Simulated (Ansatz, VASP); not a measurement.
**MgS: VASP beside Ansatz**

```
Mg S
1.0
     4.03462    0.00000    0.00000
    -2.01731    3.49409    0.00000
     0.00000    0.00000    6.43229
Mg S
2 2
Direct
  0.66667 0.33333 0.49575
  0.33333 0.66667 0.99575
  0.33333 0.66667 0.37924
  0.66667 0.33333 0.87924
```

The cell comes from a database or a generator and needn't be the stable form of this composition.

Alike in both runs: task single point; functional PBEsol; k mesh 6 × 6 × 4; occupations gaussian, width 0.1 eV; no spin polarisation.

|  | VASP | Ansatz |
| --- | --- | --- |
| version | VASP 6.6.1 | Ansatz 0.2.0 |
| potentials or method | VASP PAW PBE potentials, release 64 (Mg, S) | scalar-relativistic, plane waves, PAW |
| plane-wave cutoff (eV) | 520 | 420 |
| valence electrons in the cell | 16 | 32 |

|  | VASP | Ansatz | Ansatz less VASP |
| --- | --- | --- | --- |
| gap on the k mesh at the Fermi level (eV) | 3.27 | 3.27 | -0.002 |
| least direct gap on the mesh (eV) | 3.27 | 3.27 | -0.002 |
| pressure (GPa) | -0.4 | -0.3 | +0.09 |
| largest component of the traceless stress (GPa) | 0.22 | 0.23 | +0.006 |
| rms of the force components (eV/Å) | 0.026 | 0.026 | -0.0003 |

Atom by atom the forces differ by 0.000 eV/Å (rms over components). The two sets of potentials don't hold the same shells in valence.

Caveats: the PAW data sets were made with another functional, which shifts forces and pressure a little (VASP). As with any semilocal functional, this PBEsol gap is likely too small.
